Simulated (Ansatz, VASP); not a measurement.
## Se in VASP and in Ansatz

The input INCAR:

```
  ALGO = Normal
  EDIFF = 1E-6
  ENCUT = 520
  ISIF = 2
  ISMEAR = 1
  LASPH = T
  LCHARG = F
  LREAL = F
  LWAVE = F
  NBANDS = 16
  NELM = 60
  PREC = Accurate
  SIGMA = 0.2
```

The input KPOINTS:

```
k-points
0
Gamma
  9 9 6
```

The input POSCAR:

```
Se
1.0
    3.9534579885      0.0000000000      0.0000000000
   -1.9767289943      3.4237950508      0.0000000000
    0.0000000000      0.0000000000      5.1205317866
Se
3
Direct
    0.2543546533      1.0000000000      0.3333333333
    1.0000000000      0.2543546533      0.6666666667
    0.7456453467      0.7456453467      1.0000000000
```

Input for Ansatz:

```yaml
crystal:
  lattice:
    - [3.9534579885, 0.0, 0.0]
    - [-1.9767289943, 3.4237950508, 0.0]
    - [0.0, 0.0, 5.1205317866]
  atoms:
    - { symbol: Se, position: [0.2543546533, 1.0, 0.3333333333] }
    - { symbol: Se, position: [1.0, 0.2543546533, 0.6666666667] }
    - { symbol: Se, position: [0.7456453467, 0.7456453467, 1.0] }
hamiltonian:
  xc: lda
  pseudopotentials:
    kind: paw
    azcp:
      Se: "pseudopotentials/Se.paw.azcp"
basis:
  ecutwfc: 420
  fft_grid_basis: typed
kpoints:
  mp_grid: { grid: [9, 9, 6], shift: [0, 0, 0] }
magnetization:
  spin_polarized: false
scf:
  occupations: { method: cold, width: 0.2 }
  lower_state_search: "off"
output:
  stress: true
  write_density: true
  write_potential: true
  elf: true
  volumetric_format: npy
```

Alike in both runs: task single point; functional LDA; k mesh 9 × 9 × 6; no spin polarisation.

```csv
,VASP,Ansatz
version,VASP 6.6.1,Ansatz 0.2.0
potentials or method,"VASP PAW LDA potentials, release 64 (Se)","plane waves (420 eV) with PAW, scalar-relativistic"
plane-wave cutoff (eV),520,420
occupations,"methfessel-paxton of order 1, width 0.2 eV","cold, width 0.2 eV"
valence electrons in the cell,18,48
```

```tsv
	VASP	Ansatz	Ansatz less VASP
gap on the k mesh at the Fermi level (eV)	0.28	0.29	+0.009
pressure (GPa)	0.2	0.0	-0.23
largest component of the traceless stress (GPa)	0.10	0.02	-0.084
```

The two sets of potentials don't hold the same shells in valence. Ansatz warned: «pseudo_functional_mismatch».

Caveats: an odd mesh through Γ misses points on the zone boundary, where band edges often lie.
